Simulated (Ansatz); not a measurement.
## Carrier properties of ZnTe (F-43m)

Here is the system:

```
ZnTe
1.0
    0.00000     3.03294     3.03294
    3.03294     0.00000     3.03294
    3.03294     3.03294     0.00000
Zn Te
1 1
Direct
  0.50000   0.50000   0.50000
  0.25000   0.25000   0.25000
```

Method: PBEsol with spin-orbit coupling, rigid bands (plane waves, PAW; Ansatz, a program for electronic structure). Cell: cell and atoms relaxed with PBEsol.

The band gap is 0.96 eV and the electron conductivity mass (300 K, dilute) is 0.087 mₑ. The hole conductivity mass (300 K, dilute) comes out as 0.46 mₑ. The effective density of states N_c (300 K) is 6.1e17 cm⁻³ and the effective density of states N_v (300 K) comes out as 1.5e19 cm⁻³. The density-of-states mass, electrons is 0.084 mₑ and the density-of-states mass, holes comes out as 0.71 mₑ. The Seebeck coefficient, n-type 1e19 cm⁻³, 300 K is -57 μV/K, the best n-type power factor at 300 K for τ = 10 fs (best axis; densities from 1e16 to 1e21 cm⁻³ tried, whether or not they can be reached) is 10.5 μW/(cm·K²) at 3e20 cm⁻³ and the Seebeck coefficient, p-type 1e19 cm⁻³, 300 K is 253 μV/K. The best p-type power factor at 300 K for τ = 10 fs (best axis; densities from 1e16 to 1e21 cm⁻³ tried, whether or not they can be reached) is 5.1 μW/(cm·K²) at 3e19 cm⁻³.

Rigid bands; masses and Seebeck coefficients take one relaxation time τ for all states and one kind of carrier; polarons and phonon drag are left out.
